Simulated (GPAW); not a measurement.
# Sb (P-1) in GPAW: reference runs

How does Sb come out in PBE? The cell is run as given.

Program: GPAW 26.7.0. These are calculated values, not measurements. Logs are shortened: lines on timing, memory, paths and dates and some standing lists are left out, and cuts for length are marked. The log counts tension as positive stress, the text compression.

**1. The cell of the first run**

The typed cell holds 1 atom: a = 3.520 Å, b = 3.489 Å, c = 3.551 Å, α = 126.62°, β = 127.33°, γ = 78.30°.

This isn't the form of Sb at room conditions, which is rhombohedral.

**2. Single point, PBE (cell sheared at random, sigma 0.01, atoms nudged by 0.01 Å)**

Input file run.py:

```python
from ase import Atoms
from ase.dft.bandgap import bandgap
from ase.io import write
from ase.units import Bohr, GPa
from gpaw import GPAW, PW
from gpaw.elf import elf_from_dft_calculation

atoms = Atoms(['Sb'],
              cell=[[-1.59487188, 1.55125447, 2.72766671],
                    [1.54721713, -1.56492539, 2.70791077],
                    [1.61541683, 1.58547034, -2.73561407]],
              scaled_positions=[[0.0, 0.0, 0.0]],
              pbc=True)

calc = GPAW(mode=PW(600),
            xc='PBE',
            kpts={'size': (10, 10, 12), 'gamma': True},
            occupations={'name': 'fermi-dirac', 'width': 0.05},
            nbands=15,
            convergence={'density': 1e-05, 'energy': 1e-05},
            maxiter=150,
            txt='gpaw.txt')
atoms.calc = calc
energy = atoms.get_potential_energy()
forces = atoms.get_forces()
stress = atoms.get_stress()
calc.write('gs.gpw')
write('result.traj', atoms)
print(f'Energy: {energy:.6f} eV')
print('Forces (eV/A):')
print(forces.round(4))
print('Stress (GPa):', (stress / GPa).round(3))
print('Fermi level:', round(calc.get_fermi_level(), 4), 'eV')
print(f'Gap: {bandgap(calc)[0]:.4f} eV, direct: {bandgap(calc, direct=True)[0]:.4f} eV')

# fields on the real-space grid
write('density.cube', atoms, data=calc.get_pseudo_density() * Bohr**3)
write('potential.cube', atoms, data=calc.get_electrostatic_potential())
write('elf.cube', atoms, data=elf_from_dft_calculation(calc).data)
```

Potentials or basis: GPAW PAW data sets (gpaw-data 1.2.1), pw.

On the command line:

```bash
OMP_NUM_THREADS=1 python run.py
```

gpaw.txt:

```text
__  _  _
 | _ |_)|_||  |
 |__||  | ||/\| - 26.7.0

Input parameters:
  mode=PW(ecut=600.0),
  convergence={'density': 1e-05, 'energy': 1e-05},
  kpts=MonkhorstPack(size=(10, 10, 12), gamma=True),
  maxiter=150,
  nbands=15,
  occupations=Occupations(name='fermi-dirac', width=0.05),
  xc=XC(name='PBE')

Diagonalizing LCAO Hamiltonian
Converting LCAO to pw mode

       Sb

Atoms  # Å, Bohr magnetons
|   | symbol |        x |        y |        z |    initial magnetic moments |
|---|--------|----------|----------|----------|-----------------------------|
| 0 |     Sb | 0.000000 | 0.000000 | 0.000000 | ( 0.0000,  0.0000,  0.0000) |

Unit cell  # Å
| periodic |         x |         y |         z |  lengths |     angles |
|----------|-----------|-----------|-----------|----------|------------|
|      yes | -1.594872 |  1.551254 |  2.727667 | 3.519968 | 126.615443 |
|      yes |  1.547217 | -1.564925 |  2.707911 | 3.489363 | 127.329302 |
|      yes |  1.615417 |  1.585470 | -2.735614 | 3.550616 |  78.298362 |

Number of symmetries: 2
Symmetry operations  # r_c * U_cc + t_c -> r_c
|   | kind |            matrix            |
|---|------|------------------------------|
| 0 |  E   |  1, 0, 0,  0, 1, 0,  0, 0, 1 |
| 1 |  i   | -1, 0, 0,  0,-1, 0,  0, 0,-1 |

BZ-sampling:
  Number of BZ points: 1200
  Number of IBZ points: 604

  Monkhorst-Pack size: [10, 10, 12]
  Monkhorst-Pack shift: [0.05, 0.05, 0.041666666666666664]

K-points  # in reciprocal-cell coordinates
|     |                                coordinates |     weight |
|-----|--------------------------------------------|------------|
|   0 | (  0.00000000,   0.00000000,  -0.00000000) | 0.00083333 |
|   1 | (  0.00000000,   0.00000000,   0.08333333) | 0.00166667 |
|   2 | (  0.00000000,   0.00000000,   0.16666667) | 0.00166667 |
|   3 | (  0.00000000,   0.00000000,   0.25000000) | 0.00166667 |
|   4 | (  0.00000000,   0.00000000,   0.33333333) | 0.00166667 |
|   5 | (  0.00000000,   0.00000000,   0.41666667) | 0.00166667 |
|   6 | (  0.00000000,   0.00000000,   0.50000000) | 0.00083333 |
|   7 | (  0.00000000,   0.10000000,  -0.41666667) | 0.00166667 |
|   8 | (  0.00000000,   0.10000000,  -0.33333333) | 0.00166667 |
|   9 | (  0.00000000,   0.10000000,  -0.25000000) | 0.00166667 |
| ... |                                            |            |
| 603 | (  0.50000000,   0.50000000,   0.50000000) | 0.00083333 |

Plane wave coefficients: 918
Cutoff: 600.0 eV

Spin-components: 1 (collinear spins)
Bands:           15
Projectors:      6
Spin-degeneracy: 2
Datatype:        complex128

Parallelization:
  kpt:    1
  domain: 1
  band:   1

Density:
  Valence electrons: 15.0
  Components: 1
  Grid points: [20 20 21]
  Charge: 0.0  # |e|

Potential:
  Grid points: [20 20 21]

species:
  Sb:
    name:    Antimony
    Z:       51.0
    valence: 15
    core:    36
    charge:  0.0  # [|e|]
    compensation charges:
      type: gauss
      rc: 0.36  # [Å]
      lmax: 2
    cutoffs:
      filter: 2.23  # [Å]
      core: 2.23  # [Å]
    projectors
    | kind |    occ | energy [eV] | rcut [Å] |
    |------|--------|-------------|----------|
    |   5s |  2.000 |     -12.815 |    1.154 |
    |   5p |  3.000 |      -4.830 |    1.233 |
    |   4d | 10.000 |     -33.514 |    1.196 |
    |    s |        |      14.396 |    1.154 |
    |    p |        |      22.381 |    1.233 |
    |    d |        |      -6.303 |    1.196 |

    Using partial waves for Sb as LCAO basis

Reference energy: -176281.558248  # eV

eigensolver:
  PPCG
  Converge bands: occupied
  niter=2

density mixing:
  MSR1-Mixer
  Pratt-step length: 0.05
  Maximum mixing coefficient: 0.75
  Old densities: 10
  SVD Regularization: 0.005
  Good broyden scale: 1.0
  Trust region scale: 1.0
  Backstep threshold: 4.0
  History deletion threshold: 6.0
  Fourier metric: weight=20.0, sigma=0.015

occupation numbers:
  Fermi-Dirac:
    width: 0.0500  # eV

poisson solver:
  ecut: 4800.0  # eV

xc functional:
  name: PBE with 2 nearest neighbor stencil

convergence criteria:
- Maximum integral of absolute [dens]ity change: 1e-05 electrons / valence electron
- Maximum [total energy] change in last 3 cyles: 1e-05 eV / valence electron
- Maximum integral of absolute [eigenst]ate change: 4e-08 eV^2 / valence electron
maximum number of iterations: 150

SCF iterations
|iter     | |      energy | eigst |  dens |
|---------|-|-------------|-------|-------|
|iter:   1| |   -4.111290 | +0.21 |       |
|iter:   2| |   -4.113014 | -2.21 | -1.83 |
|iter:   3| |   -4.107630 | -2.69 | -1.85 |
|iter:   4| |   -4.108027 | -4.05 | -2.44 |
|iter:   5| |   -4.108098 | -5.12 | -2.99 |
|iter:   6| |   -4.108103c| -6.26 | -3.72 |
|iter:   7| |   -4.108103c| -7.77c| -4.56 |
|iter:   8| |   -4.108103c| -7.69c| -5.00c|

Converged in 8 steps
Energy contributions relative to reference atoms: (reference = -176281.558248)

Energy contributions:
  Kinetic:           0.351684
  Coulomb:          -0.689482
  Zero:              0.175443
  External:          0.000000
  Xc:               -3.942999
  Entropy:          -0.005499
  Spinorbit:         0.000000
  ----------------------------
  Free energy:      -4.110852
  Extrapolated:     -4.108103

dipole moment: (-5.670200, -5.684802, -9.765087)  # |e|*Ang

Fermi level: 8.099
Eigenvalues  # (at kpt = [0.000, 0.000, -0.000])
| band index |      eig [eV] | occ [0-2] |
|------------|---------------|-----------|
|          0 |       -21.257 |     2.000 |
|          1 |       -21.221 |     2.000 |
|          2 |       -21.184 |     2.000 |
|          3 |       -21.182 |     2.000 |
|          4 |       -21.123 |     2.000 |
|          5 |        -4.801 |     2.000 |
|          6 |        12.717 |     0.000 |
|          7 |        13.451 |     0.000 |
|          8 |        13.675 |     0.000 |
|          9 |        17.992 |     0.000 |
|         10 |        18.866 |     0.000 |
|         11 |        19.179 |     0.000 |
|         12 |        19.354 |     0.000 |
|         13 |        19.594 |     0.000 |
|         14 |        19.730 |     0.000 |

No gap
No difference between direct/indirect transitions

Forces  # eV/Ang
|       x |       y |       z |
|---------|---------|---------|
| 0.00000 | 0.00000 | 0.00000 |  # Sb   0

Stress tensor  # eV/Ang^3
|         x |         y |         z |
|-----------|-----------|-----------|
| -0.006930 | -0.005873 | -0.000088 |
| -0.005873 | -0.013216 |  0.001015 |
| -0.000088 |  0.001015 | -0.008064 |

# Writing to gs.gpw (mode='')
```

Run time: 2.2 min. Hardware: 1 thread of Arm Neoverse V1, shared host; peak memory 0.35 GiB.

What came out:

```yaml
Free_energy: -4.1109 eV
Pressure: 1.5 GPa
Band_gap_on_the_k_mesh: none (metal or under the smearing width)
```

Stress tensor (GPa, compression positive):
```
 1.11  0.94  0.01
 0.94  2.12 -0.16
 0.01 -0.16  1.29
```
